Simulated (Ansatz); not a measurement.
# Worked sum: formation energy of CoPt (P4/mmm) from the elements

Consider the formation energy of CoPt (P4/mmm) from the elements. Reaction: Co (hcp) + Pt (fcc) → CoPt (P4/mmm). Negative: the products are lower in energy. The value is per atom of the solid.

CoPt (P4/mmm), 2 atoms in the cell; spin state with PBE: net moment 2.3 μB a cell. Conventional cell: a = b = 2.6969 Å, c = 3.7225 Å, α = β = γ = 90.00°.

Co (hcp, P6₃/mmc), 2 atoms in the cell; spin state with PBE: parallel moments, net moment 3.2 μB a cell.

Setting: static, neutral cells in Ansatz (PAW) whose structures rest at the PBE level. Ansatz (a first-principles code) runs with its default PAW set. Other levels take these structures. The lattices are those relaxed with PBE, so at other levels the solids can be strained, which adds to the spread. A dispersion term (D3(BJ), or D4 for r2SCAN) was computed beside these levels and is taken off wherever the name lacks it. The runs are scalar-relativistic, without spin-orbit coupling. No search over spin orders was made beyond those shown. Where moments are parallel, another order may lie lower.

Total energies of the cells in eV, at zero smearing width. They compare only within one column; the weights balance every element.

```json
[
 {"cell": "CoPt (P4/mmm)", "atoms": "2", "weight": "+2", "PBE": "-17649.33561", "PBEsol": "-17476.91337"},
 {"cell": "Co (hcp)", "atoms": "2", "weight": "−1", "PBE": "-10252.30278", "PBEsol": "-10185.95081"},
 {"cell": "Pt (fcc)", "atoms": "1", "weight": "−2", "PBE": "-12523.01641", "PBEsol": "-12383.79967"}
]
```

PBE: 2 × (-17649.33561) − (-10252.30278) − 2 × (-12523.01641) = -0.336 eV; dividing by 4 atoms gives -0.08 eV/atom.

PBEsol: 2 × (-17476.91337) − (-10185.95081) − 2 × (-12383.79967) = -0.277 eV; dividing by 4 atoms gives -0.07 eV/atom.

What follows from the PBE value: A formula unit of CoPt has 2 atoms, so it forms with -0.0839 × 2 = -0.168 eV, or -16.2 kJ/mol at 96.485 kJ/mol per eV.
